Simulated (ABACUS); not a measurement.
Runs of ABACUS 3.10.1 on Au. The structure is cubic, space group Fm-3m (No. 225). Conventional cell: a = 4.070 Å, b = 4.070 Å, c = 4.070 Å, α = 90.00°, β = 90.00°, γ = 90.00°. Around Au (site symmetry m-3m) lie 12 Au at 2.88 Å. 

```csv
task,level,potentials or basis,cell,k mesh,cutoff (eV),max steps of the relaxation,force threshold,optimiser,stress threshold,symmetry key,mesh quality,gap on the mesh (eV),pressure (GPa),relaxed volume (Å³/atom)
relaxation of cell and atoms,LDA-PW92,"PseudoDojo NC SR 0.4.1 LDA stringent, plane waves",relaxed,9 × 9 × 9,1034,60,0.005 eV/Å,cg,1 kbar,1,not flagged,none,-0.1,(a)
single point,LDA-PW92,"PseudoDojo NC SR 0.4.1 LDA stringent, plane waves",as given,9 × 9 × 9,1034,-,-,-,-,1,not flagged,none,-3.5,-
relaxation of cell and atoms,revPBE,"PseudoDojo NC SR 0.5 PBE standard, plane waves",relaxed,9 × 9 × 9,1034,60,0.005 eV/Å,cg,1 kbar,1,not flagged,none,-0.1,18.24
single point,TASK,"SG15 ONCV 1.2 PBE, plane waves",as given,7 × 7 × 7,1197,-,-,-,-,1,coarse,none,523.6,-
single point,revPBE,"PseudoDojo NC SR 0.5 PBE standard, plane waves",as given,9 × 9 × 9,1034,-,-,-,-,1,not flagged,none,13.2,-
```

Alike in all rows: no spin polarisation; smearing fermi-dirac 0.05 eV.

Problem. Fill in the values left out.

Solution. (a) 16.54.

Caveats: some runs use coarse meshes; the potentials were made for another functional, which shifts forces and pressure (some runs); a pressure of tens of GPa on the cell as given is suspect, and the run, the potentials or the cell itself is likely at fault (some runs).

A k mesh can miss the band edges, and the runs leave out spin-orbit coupling on Au.

A gap of «none» marks a metal or a gap under the smearing width.
